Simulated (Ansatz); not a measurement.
BN at 9 GPa: from Born charge to LO–TO splitting and polaron coupling

Theory: Ansatz 0.2.0, DFT PBE, scalar-relativistic, plane waves, PAW. Plane waves to 420 eV; Γ-centred k mesh 12×12×12; fixed occupations. No spin polarisation. Phonons by linear response, acoustic sum rule imposed.

The cell, relaxed at 9 GPa:
```
CELL_PARAMETERS angstrom
0.00000 1.79839 1.79839
1.79839 0.00000 1.79839
1.79839 1.79839 0.00000
ATOMIC_POSITIONS crystal
B 0.00000 0.00000 0.00000
N 0.75000 0.75000 0.75000
```

Linear response gives ν_TO = 1056.4 cm⁻¹, Born charges ±1.903 e (positive on B) and ε∞ = 4.591. The primitive cell holds 11.633 Å³, and the masses are 10.810 and 14.007 amu.

Q: Find ν_LO and the static dielectric constant.

A: The long-wave field adds a restoring force: ω_LO² − ω_TO² = Z*²e²/(ε_vac ε∞ μV). In these units ν_LO² − ν_TO² = 4.92064×10⁷ Z*²/(μ V ε∞) cm⁻², with μ = m₁m₂/(m₁ + m₂) = 6.101 amu: 547076 cm⁻². So ν_LO = √(1056.4² + 547076) = 1289.6 cm⁻¹, and the run gives 1289.6. Lyddane–Sachs–Teller then gives ε0 = ε∞ (ν_LO/ν_TO)² = 6.84, against 6.84 in the run (it forms both from the same three quantities, so the match checks the arithmetic only). Between ν_TO and ν_LO the dielectric function is negative and an undamped crystal reflects fully: a reststrahlen band from 7.8 to 9.5 μm.

Q: What do the Clausius–Mossotti polarisability and the Szigeti charge come to?

A: With the Lorentz local field, α = (3V/4π)(ε∞ − 1)/(ε∞ + 2) = 1.51 Å³ for the pair, and e_S = 3Z*/(ε∞ + 2) = 0.87 e. The Born charge includes the electrons' response to the dipole's own local field, and e_S takes that enhancement out. The Lorentz field assumes point-like polarisable ions, a poor picture once ε∞ is this large, since the electron clouds then overlap or are shared, so both numbers are formal here.

Q: How strongly does a slow electron couple to the LO mode?

A: For one isotropic parabolic band, Fröhlich's constant is α_F = (1/ε∞ − 1/ε0) √(m* Ry/ħω_LO), with Ry = 13.606 eV, ħω_LO = 159.9 meV and m* in free-electron masses: α_F = 0.0717 × 9.22 × √m* = 0.66 √m*. The band mass isn't part of this run; for m* = 0.1, 0.3 and 1 it gives 0.21, 0.36, 0.66. In weak coupling the polaron lies α_F ħω_LO below the band edge (58 meV at m* = 0.3) with a mass m*(1 + α_F/6); past α_F of about 5 or 6 that expansion fails. A semilocal functional's ε∞ tends to be too large, which taken alone lowers α_F.

Cost: 1 run of about 0.08 core-minutes, on AMD EPYC 9R45 (Zen 5) (shared hosts).

The numbers describe a stiff, polar covalent crystal in which a large LO–TO splitting coexists with weak Fröhlich coupling. Strong, directional sp³ bonds between light atoms already put the TO mode at 1056.4 cm⁻¹. The Born charge of 1.903 e is well below the formal ionic value for a III–V pair, as expected when bond charge is shared, but the compact cell turns it into a strong long-range restoring force, and the small reduced mass converts that force into a large LO–TO splitting.

The same stiffness limits how far the sublattices move in a static field, so the lattice adds only modestly to the electronic screening and ε0 stays at 6.84. The small difference between the inverse dielectric constants and the high LO energy both keep α_F low. The polaron shift is nevertheless appreciable, because each virtual phonon carries so much energy.

For actual carriers in zincblende BN the polaron values are only a guide, since the conduction-band minimum lies in anisotropic valleys near X and the valence-band top is degenerate.
